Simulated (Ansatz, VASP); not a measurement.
## Cross-check of CdS (Greenockite) between VASP and Ansatz

Wanted: the spread between two codes on one cell, functional and k mesh. The cell is taken from a series of VASP runs on this material, whose earlier steps may have relaxed, scaled or displaced it; both programs get it as it stands.

Main program and level: Ansatz 0.2.0; plane waves, with VASP 6.6.1 beside it; band structure at PBE0.

## (1) The starting structure

It takes space group P6_3mc (No. 186, hexagonal). The conventional cell has a = 4.150 Å, b = 4.150 Å, c = 6.737 Å, α = 90.00°, β = 90.00°, γ = 120.00°. Nearest to Cd lie 4 S at 2.53 to 2.54 Å. S has 4 Cd at 2.53 to 2.54 Å nearest. Farther neighbours and most contacts between anions are not listed.

## (2) Ansatz: band structure, PBE0

Ansatz runs on its default PAW (the set named soft_2) files.

Levels along a path test the potential and the projectors away from the mesh points.

input.yaml

```yaml
crystal:
  lattice:
    - [4.15, 0.0, 0.0]
    - [-2.075, 3.5940054257, 0.0]
    - [0.0, 0.0, 6.737]
  atoms:
    - { symbol: Cd, position: [0.6666666667, 0.3333333333, 0.5] }
    - { symbol: Cd, position: [0.3333333333, 0.6666666667, 0.0] }
    - { symbol: S, position: [0.6666666667, 0.3333333333, 0.875] }
    - { symbol: S, position: [0.3333333333, 0.6666666667, 0.375] }
hamiltonian:
  xc: pbe0
  pseudopotentials: { kind: paw }
kpoints:
  mp_grid: { grid: [4, 4, 2] }
  band_path:
    path:
      - [0.0, 0.0, 0.0]
      - [0.44444, 0.0, 0.0]
      - [0.38889, 0.22222, 0.0]
      - [0.18519, 0.18519, 0.0]
      - [0.0, 0.0, 0.11111]
      - [0.0, 0.0, 0.5]
      - [0.44444, 0.0, 0.5]
      - [0.38889, 0.22222, 0.5]
      - [0.18519, 0.18519, 0.5]
      - [0.5, 0.0, 0.38889]
      - [0.33333, 0.33333, 0.0]
      - [0.33333, 0.33333, 0.5]
    npoints: 1
scf:
  occupations: { method: gaussian, width: 0.03 }
  n_extra_bands: 8
output:
  forces: true
  stress: true
  eigenvalues: true
```

Run with:

```bash
ansatz run input.yaml --threads 4 --pin off --max-ram 9216MiB --backend cpu --events-out ev --progress --plain --runs-dir out
```

Numbers of over 12 decimals in the logs are rounded to 6 here.

What it wrote:

```text
Warning: output.stress: scf.convergence.dr2_threshold = 1e-7 eV (the SCF's general default) is looser than the 4e-10 eV advised for a printed stress (1e-10 eV for each atom of the cell: 4). What an SCF threshold leaves in a stress goes as its square root, and in the free energy as the threshold itself, and one threshold admits the most on a small cell: [figures from the program's tests cut] Set scf.convergence.dr2_threshold to 4e-10 eV or tighter. The threshold is an SCF's pass mark: one that does not reach it within its budget of iterations ends unconverged, or closes short of it on a stop that the run arms, and scf.convergence.dr2_threshold's page says what that costs each kind of run
Warning: output.stress: scf.exx.energy_threshold = 1e-6 eV is looser than the 4e-8 eV advised for a stress under a hybrid functional (1e-8 eV for each atom of the cell: 4). Every SCF of the exchange loop can meet its threshold on dr2 while the loop round them stops early: no threshold on dr2 bounds what that leaves in the stress. Set scf.exx.energy_threshold to 4e-8 eV or tighter. The threshold is the loop's pass mark: a loop that does not reach it within its budget of cycles ends unconverged, and scf.exx.energy_threshold's page has the law
scf.n_extra_bands = 8 over 26 filled bands (N_el = 52.0): the run solves 34 bands
Engine: ansatz 0.2.0, aarch64-unknown-linux-gnu
Pseudopotentials: kind: paw
Pseudopotential: Cd, paw, valence charge 20, recommended cutoff 420 eV (normal), Cd.paw.azcp
Pseudopotential: S, paw, valence charge 6, recommended cutoff 420 eV (normal), S.paw.azcp
Functional definition: PBE0
  parameter a = 0.25
  parameter kappa = 0.804
  parameter beta = 0.066725
  exchange = (1 - a)*pbe_x(kappa = kappa, mu = beta*pi^2/3) + a*exact_x
  correlation = pbe_c(beta = beta)
Crystal: 4 atoms, lattice volume = 100.483 Å³
Basis set: ecut = 420 eV, 1973 PW (Γ), exchange–correlation on 60×60×96 points (8 copies of the dense FFT grid, shifted against one another)
Bands: 34, of which v1, the nominal top of the filled ones, is band 26 counted from 1 (25 counted from 0)
Symmetry: 12 space group operations
Space group: P63mc (ITA 186), of the structure as read, at distance tolerance 4.6e-5 Å
k-points: 8 of 32
Non-local potential: Cd, projectors of the file, l = 0: 3, l = 1: 2, l = 2: 2, l = 3: 1
Non-local potential: S, projectors of the file, l = 0: 2, l = 1: 2, l = 2: 2
PAW form: soft (Blöchl's): semilocal exchange-correlation on the pseudo side does not see the compensation charge
PAW frozen core: Cd, regenerated for the run's functional, and the local potential with it (the file was generated under x = pbe(κ = 0.804, μ = 0.219515), c = pbe(β = 0.066725))
PAW frozen core: S, regenerated for the run's functional, and the local potential with it (the file was generated under x = pbe(κ = 0.804, μ = 0.219515), c = pbe(β = 0.066725))
PAW one-centre angular grid: Cd, 590 points (default); XC on 64 Gauss nodes
PAW one-centre angular grid: S, 110 points (default); XC on 64 Gauss nodes
Initial density: superposition of atomic densities (neutral atoms: chi_scale 0, normalization atom), corrected by the library's trained network
Initial wavefunctions: pseudopotential atomic-orbital guess
Functional: x = pbe(κ = 0.804, μ = 0.219515), c = pbe(β = 0.066725), warm-up for x = 0.75 pbe(κ = 0.804, μ = 0.219515) + 0.25 exact, c = pbe(β = 0.066725)
SCF iter   1: F=—  HF=-18315.599310 eV  |F-HF|=—  |Δ(HF+E_count)|=         —  Δρ=7.98e-4  dr2=4.17e-4  ethr=1.77e-3  ⟨swp⟩=10.8  Hψ=1318  notcnv=0
preconditioner: auto → none  [insulator: Δε(μ)=1.183 eV  Ē_g=12.305 eV  σ=0.030 eV  W_gap=1.00  n_scr=22 (ndim 8)  ℏωp=22.2 eV  f_vac=0.131  D(μ)=0.00/eV (n_scr^D=0)]
iter 2 solved again at ethr=4.84e-8 eV; its pass at ethr=8.02e-7 eV (dr2=2.52e-5 eV) is discarded
SCF iter   2: F=-18315.599667 eV  HF=-18315.599580 eV  |F-HF|=8.80e-5  |Δ(HF+E_count)|=   2.70e-4  Δρ=2.14e-4  dr2=2.52e-5  ethr=4.84e-8  ⟨swp⟩=2.1  Hψ=1308  notcnv=0  defer=1
SCF 1 stopped early in 2 iterations: F = -18315.599667 eV  dr2 = 2.52e-5
  greatest PAW one-centre occupation: 1.000 electrons in one spin orbital (limit 2), on the Cd atom at site 1 (counted from 0), in its partial waves of l = 0
Initial density: handed on by an earlier stage of this run
Initial wavefunctions: those handed on with the density
Functional: x = 0.75 pbe(κ = 0.804, μ = 0.219515) + 0.25 exact, c = pbe(β = 0.066725)
Frozen-core exchange: fock
SCF iter   1: F=—  HF=-18323.439867 eV  |F-HF|=—  |Δ(HF+E_count)|=         —  Δρ=6.11e-3  dr2=2.80e-2  ethr=4.85e-7  ⟨swp⟩=7.5  Hψ=1364  notcnv=0
preconditioner: auto → none  [insulator: Δε(μ)=2.837 eV  Ē_g=15.106 eV  σ=0.030 eV  W_gap=1.00  n_scr=22 (ndim 8)  ℏωp=22.2 eV  f_vac=0.130  D(μ)=0.00/eV (n_scr^D=0)]
SCF iter   2: F=—  HF=-18323.432705 eV  |F-HF|=—  |Δ(HF+E_count)|=   7.16e-3  Δρ=2.36e-3  dr2=5.28e-3  ethr=4.85e-7  ⟨swp⟩=4.2  Hψ=892  notcnv=0
SCF iter   3: F=—  HF=-18323.451625 eV  |F-HF|=—  |Δ(HF+E_count)|=   1.89e-2  Δρ=1.69e-3  dr2=2.15e-3  ethr=4.85e-7  ⟨swp⟩=4.4  Hψ=910  notcnv=0
SCF iter   4: F=—  HF=-18323.451144 eV  |F-HF|=—  |Δ(HF+E_count)|=   4.81e-4  Δρ=3.79e-4  dr2=1.69e-4  ethr=4.85e-7  ⟨swp⟩=3.2  Hψ=677  notcnv=0
SCF iter   5: F=—  HF=-18323.451608 eV  |F-HF|=—  |Δ(HF+E_count)|=   4.64e-4  Δρ=2.46e-4  dr2=5.25e-5  ethr=1.79e-7  ⟨swp⟩=3.1  Hψ=630  notcnv=0
SCF iter   6: F=-18323.451595 eV  HF=-18323.451596 eV  |F-HF|=1.63e-6  |Δ(HF+E_count)|=   1.20e-5  Δρ=3.27e-5  dr2=3.83e-6  ethr=8.96e-8  ⟨swp⟩=3.0  Hψ=582  notcnv=0
SCF 2 stopped early in 6 iterations: F = -18323.451595 eV  dr2 = 3.83e-6
  Residual-converged pass: ⟨swp⟩=3.9  Hψ=709  notcnv=0  max |occ|·‖R‖ = 5.9e-6 eV (tolerance 6.7e-6 eV)  dr2=3.83e-6  dr2_onsite=4.35e-8  max |Δocc| = 0.0e0
  greatest PAW one-centre occupation: 1.001 electrons in one spin orbital (limit 2), on the Cd atom at site 0 (counted from 0), in its partial waves of l = 1
hybrid outer 1: dexx = +2.252e-2 eV, tail = 5.91e-5 eV
Frozen-core exchange: fock
SCF iter   1: F=—  HF=-18323.451795 eV  |F-HF|=—  |Δ(HF+E_count)|=         —  Δρ=6.10e-5  dr2=1.73e-6  ethr=5.68e-7  ⟨swp⟩=4.5  Hψ=650  notcnv=0
preconditioner: auto → none  [insulator: Δε(μ)=2.903 eV  Ē_g=15.054 eV  σ=0.030 eV  W_gap=1.00  n_scr=22 (ndim 8)  ℏωp=22.2 eV  f_vac=0.134  D(μ)=0.00/eV (n_scr^D=0)]
SCF iter   2: F=—  HF=-18323.451795 eV  |F-HF|=—  |Δ(HF+E_count)|=   2.90e-7  Δρ=1.74e-5  dr2=2.62e-7  ethr=3.03e-9  ⟨swp⟩=3.1  Hψ=657  notcnv=0
SCF iter   3: F=—  HF=-18323.451795 eV  |F-HF|=—  |Δ(HF+E_count)|=   4.16e-7  Δρ=6.15e-6  dr2=2.88e-8  ethr=2.97e-10  ⟨swp⟩=3.2  Hψ=717  notcnv=0
SCF iter   4: F=—  HF=-18323.451795 eV  |F-HF|=—  |Δ(HF+E_count)|=   1.09e-8  Δρ=1.32e-6  dr2=2.80e-9  ethr=4.98e-11  ⟨swp⟩=3.0  Hψ=657  notcnv=0
SCF iter   5: F=-18323.451795 eV  HF=-18323.451795 eV  |F-HF|=1.03e-9  |Δ(HF+E_count)|=   1.03e-8  Δρ=8.56e-7  dr2=1.48e-9  ethr=1.97e-12 (applied; sched 1.68e-12)  ⟨swp⟩=3.9  Hψ=689  notcnv=0
SCF 3 converged in 5 iterations: F = -18323.451795 eV  dr2 = 1.48e-9
  Residual-converged pass: ⟨swp⟩=2.6  Hψ=487  notcnv=0  max |occ|·‖R‖ = 6.0e-7 eV (tolerance 6.3e-7 eV)  dr2=1.48e-9  dr2_onsite=3.04e-11  max |Δocc| = 0.0e0
  greatest PAW one-centre occupation: 1.001 electrons in one spin orbital (limit 2), on the Cd atom at site 1 (counted from 0), in its partial waves of l = 1
hybrid outer 2: dexx = +9.343e-7 eV, tail = 5.92e-8 eV, Δε = 3.26e-3 eV (about 1.22e-4 eV left of the loop's levels), ΔF = 6.19e-4 eV/Å (tail 3.24e-4)
NSCF: frozen V_eff on 12 k-points
hybrid SCF converged: 2 outer / 11 inner (+2 warm-up), last move |dexx| = 9.34e-7 eV, tail = 5.92e-8 eV
Stability not checked: this state was not tested for a lower state beside it, because the functional holds exact exchange (a hybrid, or Hartree-Fock), whose exchange loop this test does not read (fock_operator; see scf.lower_state_search)
Free energy (F): -18323.451796 eV
Frozen-core exchange: fock
Harris-Foulkes:  -18323.451796 eV  (|F-HF|=1.03e-9)
Internal energy: -18323.451796 eV  (E = F + TS)
E sigma→0 (E₀):  -18323.451796 eV
Fermi energy:    7.171312 eV
--- Per-component energies (eV) ---
  E_band       = -1169.642459
  E_kinetic    = 1225.363706
  E_local      = -8079.214259  (includes V_loc(G=0)·N_el)
  E_nonlocal   = 125.582258
  E_hartree    = 3713.717224
  E_xc         = -421.579244
  E_vxc        = -476.296394  (∫ρ·V_xc dr)
  E_exx        = -220.943861  (= α·E_x^exact, valence–valence)
  E_paw        = -9282.589198  (= ΣΔE_a)
  E_vpaw       = -950.628147  (= ΣTr[D̂ρ^β])
  E_aug_tail   = 0.000032  (compensation charges beyond the density's cutoff)
  E_ewald      = -5382.392226
  E_core_change = -1.396227  (= ΣΔE_core)
  E_smearing   = -0.000000  (= −TS)
  E_closure    = -0.000000  (closes the sum)
  Σ components = -18323.451796   (vs F -18323.451796, Δ=0.00e0)
--- Forces (eV/Å), atoms counted from 1 ---
  atom   1  Cd    -0.00000000    -0.00000000    -0.06183535
  atom   2  Cd    -0.00000000     0.00000000    -0.06183535
  atom   3  S      0.00000000    -0.00000000     0.06186444
  atom   4  S     -0.00000000     0.00000000     0.06186444
  max |Σ_I F_I| component: 5.82e-5 eV/Å
--- Stress (GPa, compression-positive) ---
        0.691423       0.000000      -0.000000
        0.000000       0.691423       0.000000
       -0.000000       0.000000       1.071358
  P = ⅓ Tr σ = 0.8181 GPa (8.181 kbar)
--- Band table (eV; the first three rows and the last of 8) ---
  k-point 0: bands = [... 22 lower, 4.8938, 5.6785, 5.7197, 5.7197, 8.6226, 10.3092, 14.0741, 14.0741, ... 4 higher]
  k-point 1: bands = [... 22 lower, 5.2915, 5.2915, 5.2915, 5.2915, 10.3481, 10.3481, 13.7584, 13.7584, ... 4 higher]
  k-point 2: bands = [... 22 lower, 3.7069, 4.2592, 5.1938, 5.3240, 10.4551, 11.5706, 13.0493, 13.9736, ... 4 higher]
  k-point 7: bands = [... 22 lower, 3.5661, 3.5661, 4.4627, 4.4627, 11.8224, 11.8224, 13.4411, 13.4411, ... 4 higher]
```

It took 27 s on 4 threads of Arm Neoverse V2, shared host; peak memory 0.93 GiB.

The column dr2 measures how far the density is from self-consistency, as an energy; F and HF (Harris–Foulkes) agree once it is small.

## (3) VASP: band structure, PBE0

The same cell, functional, mesh and smearing now go to VASP, with its own data sets and cutoff.

Lines of VASP's logs that name or quote its potential files are left out, and so is its time.

The run reads the wave functions of an earlier VASP run, which isn't shown here.

INCAR

```
SYSTEM = CdS
PREC = Accurate
ENCUT = 350
EDIFF = 1E-06
NELM = 100
ISMEAR = 0
SIGMA = 0.03
LREAL = .FALSE.
ALGO = Normal
LHFCALC = .TRUE.
AEXX = 0.25
GGA = PE
LASPH = .TRUE.
NBANDS = 24
PRECFOCK = Fast
HFRCUT = -1
LORBIT = 11
LWAVE = .FALSE.
LCHARG = .FALSE.
KPAR = 4
```

POSCAR

```
CdS
1.0
    4.1500000000      0.0000000000      0.0000000000
   -2.0750000000      3.5940054257      0.0000000000
    0.0000000000      0.0000000000      6.7370000000
Cd S
2 2
Direct
    0.6666666667      0.3333333333      0.5000000000
    0.3333333333      0.6666666667      0.0000000000
    0.6666666667      0.3333333333      0.8750000000
    0.3333333333      0.6666666667      0.3750000000
```

KPOINTS

```
Automatic mesh
0
Gamma
4 4 2
0 0 0
```

KPOINTS_OPT

```
Line mode
10
Line-mode
Reciprocal
  0.00000000   0.00000000   0.00000000 GAMMA
  0.50000000   0.00000000   0.00000000 M

  0.50000000   0.00000000   0.00000000 M
  0.33333333   0.33333333   0.00000000 K

  0.33333333   0.33333333   0.00000000 K
  0.00000000   0.00000000   0.00000000 GAMMA

  0.00000000   0.00000000   0.00000000 GAMMA
  0.00000000   0.00000000   0.50000000 A

  0.00000000   0.00000000   0.50000000 A
  0.50000000   0.00000000   0.50000000 L

  0.50000000   0.00000000   0.50000000 L
  0.33333333   0.33333333   0.50000000 H

  0.33333333   0.33333333   0.50000000 H
  0.00000000   0.00000000   0.50000000 A

  0.50000000   0.00000000   0.50000000 L
  0.50000000   0.00000000   0.00000000 M

  0.33333333   0.33333333   0.00000000 K
  0.33333333   0.33333333   0.50000000 H
```

The projector-augmented-wave data sets are Cd and S (PBE family, release 64).

Run with:

```bash
mpirun -np 4 vasp_std
```

What it wrote:

```text
[banner, memory and clock lines left out]
running    4 mpi-ranks, on    1 nodes
 distrk:  each k-point on    1 cores,    4 groups
 distr:  one band on    1 cores,    1 groups

 POSCAR found type information on POSCAR CdS
 POSCAR found :  2 types and       4 ions
 LDA part: xc-table for (Slater+PW92), standard interpolation
 found WAVECAR, reading the header
 POSCAR, INCAR and KPOINTS ok, starting setup
 FFT: planning ... GRIDC
 FFT: planning ... GRID_SOFT
 FFT: planning ... GRID
 HFRCUT set to (new)   9.156263
 reading WAVECAR
 the WAVECAR file was read successfully
 initial charge from wavefunction
 entering main loop
       N       E                     dE             d eps       ncg     rms          rms(c)
DAV:   1    -0.163440211550E+02   -0.16344E+02   -0.23965E+00   392   0.142E+01    0.466E+00
DAV:   2    -0.163424642101E+02    0.15569E-02   -0.18606E-01   424   0.483E+00    0.257E+00
DAV:   3    -0.163258166883E+02    0.16648E-01   -0.36225E-02   464   0.186E+00    0.160E+00
DAV:   4    -0.163234765373E+02    0.23402E-02   -0.76256E-03   440   0.640E-01    0.101E+00
DAV:   5    -0.163233203333E+02    0.15620E-03   -0.12804E-03   424   0.212E-01    0.625E-01
DAV:   6    -0.163232356963E+02    0.84637E-04   -0.10013E-04   432   0.666E-02    0.364E-01
DAV:   7    -0.163231873378E+02    0.48358E-04   -0.25147E-05   416   0.312E-02    0.200E-01
DAV:   8    -0.163231740093E+02    0.13328E-04   -0.13495E-05   440   0.203E-02    0.107E-01
DAV:   9    -0.163231712623E+02    0.27470E-05   -0.39363E-06   448   0.118E-02    0.589E-02
DAV:  10    -0.163231709276E+02    0.33469E-06   -0.13938E-06   352   0.755E-03
   1 F= -.16323171E+02 E0= -.16323171E+02  d E =-.701791E-14
 Start KPOINTS_OPT (optional k-point list driver)
k-point batch [1-8\90]
       N       E                     dE             ncg
DAV:   1     0.363721884871E+03   -0.23244E+04      384
DAV:   2    -0.173796217562E+04   -0.21017E+04      432
DAV:   3    -0.188411718018E+04   -0.14616E+03      440
DAV:   4    -0.188716780989E+04   -0.30506E+01      472
DAV:   5    -0.188720262305E+04   -0.34813E-01      472
DAV:   6    -0.188720323889E+04   -0.61585E-03      448
DAV:   7    -0.188720325445E+04   -0.15557E-04      448
DAV:   8    -0.188720325495E+04   -0.49478E-06      352
[...]
k-point batch [89-90\90]
       N       E                     dE             ncg
DAV:   1     0.570571554992E+04   -0.20318E+04      104
DAV:   2     0.522500830541E+04   -0.48071E+03      104
DAV:   3     0.519843055192E+04   -0.26578E+02      120
DAV:   4     0.519792235333E+04   -0.50820E+00      104
DAV:   5     0.519791762795E+04   -0.47254E-02      112
DAV:   6     0.519791755215E+04   -0.75798E-04      112
DAV:   7     0.519791755048E+04   -0.16726E-05      112
DAV:   8     0.519791755044E+04   -0.39894E-07       80
```

[end of part 1 of 2]

[Lines on the potential files, build, host, timing and source positions are cut from VASP's logs without a mark.]

[Logs are printed without paths, hosts, clocks, repeated set-up lines and the standing remarks that a program may print on its own settings, such as how far it seeks lower states.]

[Hosts, paths, dates, database ids (printed as entryN), source tags and the programs' standing remarks are cut or masked in the printed files.]
